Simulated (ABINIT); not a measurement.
# BP (F-43m) in ABINIT: further runs

One crystal, BP, is run at these levels: PBE, LDA; tasks: single point.

Everything below comes from runs of ABINIT 10.8.3 (patched build). Logs are shortened: lines on timing, memory, paths and dates and some standing lists are left out, and cuts for length are marked. The log counts tension as positive stress, the text compression.

### 1 The structure

It takes space group F-43m (No. 216, cubic). The conventional cell has a = 4.538 Å, b = 4.538 Å, c = 4.538 Å, α = 90.00°, β = 90.00°, γ = 90.00°. P (site symmetry -43m) is surrounded by 4 B at 1.97 Å. B (site symmetry -43m) is surrounded by 4 P at 1.97 Å.

### 2 Single point, PBE (cell relaxed)

Input file run.abi:

```
pp_dirpath "./"
pseudos "P.upf, B.upf"

acell 6.0765962561 6.0765962561 6.0765962561
rprim
     0.0000000000     0.7071067812     0.7071067812
     0.7071067812     0.0000000000     0.7071067812
     0.7071067812     0.7071067812     0.0000000000
ntypat 2
znucl 15 5
natom 2
typat 1 2
xred
     0.7500000000     0.7500000000     0.7500000000
     0.0000000000     0.0000000000     0.0000000000
chkprim 0
chksymtnons 0
tolsym 1.0e-6

ecut 38.0

kptopt 1
ngkpt 8 8 8
nshiftk 1
shiftk 0.0 0.0 0.0

ixc 11

nband 8
occopt 3
tsmear 0.00183747

nstep 100
tolvrs 1.0e-10

iomode 3
prtwf 0
prtden 0
prteig 0
prtebands 0
enunit 2
```

Potentials or basis: PseudoDojo NC SR PBE v0.4 stringent.

Started as:

```bash
$ abinit run.abi > log 2>&1
```

run.abo:

```text
.Version 10.8.3 of ABINIT
 Symmetries : space group F-4 3 m (#216); Bravais cF (face-center cubic)
================================================================================
 Values of the parameters that define the memory need of the present run
     intxc =       0    ionmov =       0      iscf =       7    lmnmax =       6
     lnmax =       6     mgfft =      36  mpssoang =       3    mqgrid =    3001
     natom =       2  nloc_mem =       1    nspden =       1   nspinor =       1
    nsppol =       1      nsym =      24    n1xccc =    2501    ntypat =       2
    occopt =       3   xclevel =       2
       mpw =        1797          nfft =       46656          nkpt =          29
================================================================================
================================================================================

--------------------------------------------------------------------------------
------------- Echo of variables that govern the present computation ------------
--------------------------------------------------------------------------------
 -outvars: echo values of preprocessed input variables --------
            acell      6.0765962561E+00  6.0765962561E+00  6.0765962561E+00 Bohr
              amu      3.09737620E+01  1.08110000E+01
          chkprim           0
      chksymtnons           0
             ecut      3.80000000E+01 Hartree
           enunit           2
              ixc          11
         kptrlatt        8    0    0      0    8    0      0    0    8
          kptrlen      4.86127700E+01
            natom           2
            nband           8
            ngfft          36      36      36
             nkpt          29
            nstep         100
             nsym          24
           ntypat           2
           occopt           3
           prtden           0
        prtebands           0
           prteig           0
            prtwf           0
            rprim      0.0000000000E+00  7.0710678120E-01  7.0710678120E-01
                       7.0710678120E-01  0.0000000000E+00  7.0710678120E-01
                       7.0710678120E-01  7.0710678120E-01  0.0000000000E+00
          spgroup         216
           tolsym      1.00000000E-06
           tolvrs      1.00000000E-10
           tsmear      1.83747000E-03 Hartree
            typat      1  2
           xangst      3.4106548778E+00  3.4106548778E+00  3.4106548778E+00
                       0.0000000000E+00  0.0000000000E+00  0.0000000000E+00
            xcart      6.4452036290E+00  6.4452036290E+00  6.4452036290E+00
                       0.0000000000E+00  0.0000000000E+00  0.0000000000E+00
             xred      7.5000000000E-01  7.5000000000E-01  7.5000000000E-01
                       0.0000000000E+00  0.0000000000E+00  0.0000000000E+00
            znucl       15.00000    5.00000

================================================================================

 chkinp: Checking input parameters for consistency.

================================================================================
== DATASET  1 ==================================================================

--- !DatasetInfo
iteration_state: {dtset: 1, }
dimensions: {natom: 2, nkpt: 29, mband: 8, nsppol: 1, nspinor: 1, nspden: 1, mpw: 1797, }
cutoff_energies: {ecut:  38.0, pawecutdg:  -1.0, }
electrons: {nelect:   8.00000000E+00, charge:   0.00000000E+00, occopt:   3.00000000E+00, tsmear:   1.83747000E-03, }
meta: {optdriver: 0, ionmov: 0, optcell: 0, iscf: 7, paral_kgb: 0, }
...

 Exchange-correlation functional for the present dataset will be:
  GGA: Perdew-Burke-Ernzerhof functional - ixc=11
  J.P.Perdew, K.Burke, M.Ernzerhof, PRL 77, 3865 (1996)

 Real(R)+Recip(G) space primitive vectors, cartesian coordinates (Bohr,Bohr^-1):
 R(1)=  0.0000000  4.2968024  4.2968024  G(1)= -0.1163656  0.1163656  0.1163656
 R(2)=  4.2968024  0.0000000  4.2968024  G(2)=  0.1163656 -0.1163656  0.1163656
 R(3)=  4.2968024  4.2968024  0.0000000  G(3)=  0.1163656  0.1163656 -0.1163656
 Unit cell volume ucvol=  1.5865952E+02 bohr^3
 Angles (23,13,12)=  6.00000000E+01  6.00000000E+01  6.00000000E+01 degrees

 getcut: wavevector=  0.0000  0.0000  0.0000  ngfft=  36  36  36
         ecut(hartree)=     38.000   => boxcut(ratio)=   2.13494

--- Pseudopotential description ------------------------------------------------
- pspini: atom type   1  psp file is ./P.upf
12 -101130 2 -1 1298                          pspcod,pspxc,lmax,lloc,mmax
     nproj     2     2     2

- pspini: atom type   2  psp file is ./B.upf
12 -101130 1 -1 1534                          pspcod,pspxc,lmax,lloc,mmax
     nproj     2     2     0

   9.15804030E+01                                ecore*ucvol(ha*bohr**3)
--------------------------------------------------------------------------------

================================================================================

--- !BeginCycle
iteration_state: {dtset: 1, }
solver: {iscf: 7, nstep: 100, nline: 4, wfoptalg: 0, }
tolerances: {tolvrs: 1.00E-10, }
...

     iter   Etot(hartree)      deltaE(h)  residm     vres2
 ETOT  1  -9.8699615685335    -9.870E+00 4.557E-02 1.275E+02
 ETOT  2  -9.8923185998288    -2.236E-02 2.534E-03 2.576E+01
 ETOT  3  -9.8967661626882    -4.448E-03 2.098E-03 1.601E-01
 ETOT  4  -9.8967870465461    -2.088E-05 1.312E-04 2.871E-03
 ETOT  5  -9.8967872087565    -1.622E-07 4.820E-05 6.211E-05
 ETOT  6  -9.8967872114370    -2.681E-09 1.354E-05 6.736E-07
 ETOT  7  -9.8967872114684    -3.136E-11 6.660E-06 1.629E-08
 ETOT  8  -9.8967872114689    -5.613E-13 2.197E-06 3.992E-10
 ETOT  9  -9.8967872114690    -9.059E-14 1.111E-06 1.962E-12

 At SCF step    9       vres2   =  1.96E-12 < tolvrs=  1.00E-10 =>converged.

 Cartesian components of stress tensor (hartree/bohr^3)
  sigma(1 1)=  7.90785570E-07  sigma(3 2)=  0.00000000E+00
  sigma(2 2)=  7.90785570E-07  sigma(3 1)=  0.00000000E+00
  sigma(3 3)=  7.90785570E-07  sigma(2 1)=  0.00000000E+00

--- !ResultsGS
iteration_state: {dtset: 1, }
comment   : Summary of ground state results
lattice_vectors:
- [  0.0000000,   4.2968024,   4.2968024, ]
- [  4.2968024,   0.0000000,   4.2968024, ]
- [  4.2968024,   4.2968024,   0.0000000, ]
lattice_lengths: [   6.07660,    6.07660,    6.07660, ]
lattice_angles: [ 60.000,  60.000,  60.000, ] # degrees, (23, 13, 12)
lattice_volume:   1.5865952E+02
convergence: {deltae: -9.059E-14, res2:  1.962E-12, residm:  1.111E-06, diffor: null, }
etotal    :  -9.89678721E+00
entropy   :   0.00000000E+00
fermie    :   2.87242186E-01
cartesian_stress_tensor: # hartree/bohr^3
- [  7.90785570E-07,   0.00000000E+00,   0.00000000E+00, ]
- [  0.00000000E+00,   7.90785570E-07,   0.00000000E+00, ]
- [  0.00000000E+00,   0.00000000E+00,   7.90785570E-07, ]
pressure_GPa:  -2.3266E-02
xred      :
- [  7.5000E-01,   7.5000E-01,   7.5000E-01,  P]
- [  0.0000E+00,   0.0000E+00,   0.0000E+00,  B]
cartesian_forces: # hartree/bohr
- [ -9.79160257E-31,  -9.79160257E-31,   2.93748077E-30, ]
- [  9.79160257E-31,   9.79160257E-31,  -2.93748077E-30, ]
force_length_stats: {min:   3.24750718E-30, max:   3.24750718E-30, mean:   3.24750718E-30, }
...

 Integrated electronic density in atomic spheres:
 ------------------------------------------------
 Atom  Sphere_radius  Integrated_density
    1        2.00000          2.93341744
    2        2.00000          2.71369509
================================================================================

 ----iterations are completed or convergence reached----

 Mean square residual over all n,k,spin=   11.010E-09; max=  11.110E-07
 reduced coordinates (array xred) for    2 atoms
       0.750000000000      0.750000000000      0.750000000000
       0.000000000000      0.000000000000      0.000000000000
 rms dE/dt=  1.1900E-29; max dE/dt=  1.6829E-29; dE/dt below (all hartree)
    1      -0.000000000000     -0.000000000000      0.000000000000
    2       0.000000000000      0.000000000000      0.000000000000

 cartesian coordinates (angstrom) at end:
    1      3.41065487775808     3.41065487775808     3.41065487775808
    2      0.00000000000000     0.00000000000000     0.00000000000000

 cartesian forces (hartree/bohr) at end:
    1     -0.00000000000000    -0.00000000000000     0.00000000000000
    2      0.00000000000000     0.00000000000000    -0.00000000000000
 frms,max,avg= 1.8749491E-30 2.9374808E-30   0.000E+00  0.000E+00  0.000E+00 h/b

 cartesian forces (eV/Angstrom) at end:
    1     -0.00000000000000    -0.00000000000000     0.00000000000000
    2      0.00000000000000     0.00000000000000    -0.00000000000000
 frms,max,avg= 9.6413762E-29 1.5105133E-28   0.000E+00  0.000E+00  0.000E+00 e/A
 length scales=  6.076596256100  6.076596256100  6.076596256100 bohr
              =  3.215596256405  3.215596256405  3.215596256405 angstroms
 Fermi (or HOMO) energy (hartree) =   0.28724   Average Vxc (hartree)=  -0.39857
 Eigenvalues (hartree) for nkpt=  29  k points:
 kpt#   1, nband=  8, wtk=  0.00195, kpt=  0.0000  0.0000  0.0000 (reduced coord)
  -0.30173    0.26431    0.26431    0.26431    0.38917    0.38917    0.38917    0.53122
      occupation numbers for kpt#   1
   2.00000    1.99999    1.99999    1.99999    0.00000    0.00000    0.00000    0.00000
 prteigrs : prtvol=0 or 1, do not print more k-points.

 Fermi (or HOMO) energy (eV) =   7.81626   Average Vxc (eV)= -10.84559
 Eigenvalues (   eV  ) for nkpt=  29  k points:
 kpt#   1, nband=  8, wtk=  0.00195, kpt=  0.0000  0.0000  0.0000 (reduced coord)
  -8.21045    7.19225    7.19225    7.19225   10.58975   10.58975   10.58975   14.45515
 prteigrs : prtvol=0 or 1, do not print more k-points.

--- !EnergyTerms
iteration_state     : {dtset: 1, }
comment             : Components of total free energy in Hartree
kinetic             :  4.63193354133255E+00
hartree             :  6.33741837193887E-01
xc                  : -3.31817027794413E+00
Ewald energy        : -1.04696104254374E+01
psp_core            :  5.77213397662080E-01
local_psp           : -2.98228362989835E+00
non_local_psp       :  1.03038834791320E+00
internal            : -9.89678720917813E+00
'-kT*entropy'       : -2.29090744603771E-09
total_energy        : -9.89678721146904E+00
total_energy_eV     : -2.69305299405569E+02
band_energy         :  2.13275055001218E-01
...

 Cartesian components of stress tensor (hartree/bohr^3)
  sigma(1 1)=  7.90785570E-07  sigma(3 2)=  0.00000000E+00
  sigma(2 2)=  7.90785570E-07  sigma(3 1)=  0.00000000E+00
  sigma(3 3)=  7.90785570E-07  sigma(2 1)=  0.00000000E+00

-Cartesian components of stress tensor (GPa)         [Pressure= -2.3266E-02 GPa]
- sigma(1 1)=  2.32657147E-02  sigma(3 2)=  0.00000000E+00
- sigma(2 2)=  2.32657147E-02  sigma(3 1)=  0.00000000E+00
- sigma(3 3)=  2.32657147E-02  sigma(2 1)=  0.00000000E+00

== END DATASET(S) ==============================================================
================================================================================

 -outvars: echo values of variables after computation  --------
            acell      6.0765962561E+00  6.0765962561E+00  6.0765962561E+00 Bohr
           etotal     -9.8967872115E+00
            fcart     -9.7916025700E-31 -9.7916025700E-31  2.9374807710E-30
                       9.7916025700E-31  9.7916025700E-31 -2.9374807710E-30
            rprim      0.0000000000E+00  7.0710678120E-01  7.0710678120E-01
                       7.0710678120E-01  0.0000000000E+00  7.0710678120E-01
                       7.0710678120E-01  7.0710678120E-01  0.0000000000E+00
           strten      7.9078557043E-07  7.9078557043E-07  7.9078557043E-07
                       0.0000000000E+00  0.0000000000E+00  0.0000000000E+00
           xangst      3.4106548778E+00  3.4106548778E+00  3.4106548778E+00
                       0.0000000000E+00  0.0000000000E+00  0.0000000000E+00
             xred      7.5000000000E-01  7.5000000000E-01  7.5000000000E-01
                       0.0000000000E+00  0.0000000000E+00  0.0000000000E+00
 Calculation completed.
```

Wall time 9.9 s (1 thread of Arm Neoverse V2, shared host); peak memory 0.07 GiB.

Results:

- Free energy: -269.3053 eV
- Pressure: 0.0 GPa
- Band gap on the k mesh: 1.29 eV, indirect (least direct gap 3.40 eV)
- Valence electrons inside the program's atomic spheres: P 2.93; B 2.71

A k mesh can miss the band edges.

### 3 Single point, LDA

Edit run.abi of step 2 so:

```diff
@@ -3,3 +3,3 @@
 
-acell 6.0765962561 6.0765962561 6.0765962561
+acell 3.208850573 3.208850573 3.208850573 Angstrom
 rprim
@@ -15,7 +15,4 @@
      0.0000000000     0.0000000000     0.0000000000
-chkprim 0
-chksymtnons 0
-tolsym 1.0e-6
 
-ecut 38.0
+ecut 34.0
 
@@ -26,3 +23,3 @@
 
-ixc 11
+ixc 7
 
@@ -30,3 +27,3 @@
 occopt 3
-tsmear 0.00183747
+tsmear 0.05 eV
```

Potentials or basis: PseudoDojo NC SR LDA v0.4.1 standard.

Started as:

```bash
$ abinit run.abi > log 2>&1
```

Run time: 8.7 s. Hardware: 1 thread of Arm Neoverse V1, shared host; peak memory 0.06 GiB.

Results (log left out):

| Property | Result |
| --- | --- |
| Free energy | -270.6263 eV |
| Pressure | -5.7 GPa |
| Band gap on the k mesh | 1.23 eV, indirect (least direct gap 3.39 eV) |
| Valence electrons inside the program's atomic spheres | P 2.93; B 2.70 |

Levels at points of the mesh, in eV from the valence-band top:
```
           k point  band 2  band 3  band 4  band 5  band 6  band 7
(0.00, 0.00, 0.00)    0.00    0.00    0.00    3.39    3.39    3.39
(0.50, 0.00, 0.00)   -9.01   -1.75   -1.75    3.77    4.68    4.68
(0.50, 0.50, 0.00)   -8.49   -4.10   -4.10    1.32    1.56   11.94
```

A k mesh can miss the band edges. As with any semilocal functional, this LDA gap is likely too small.
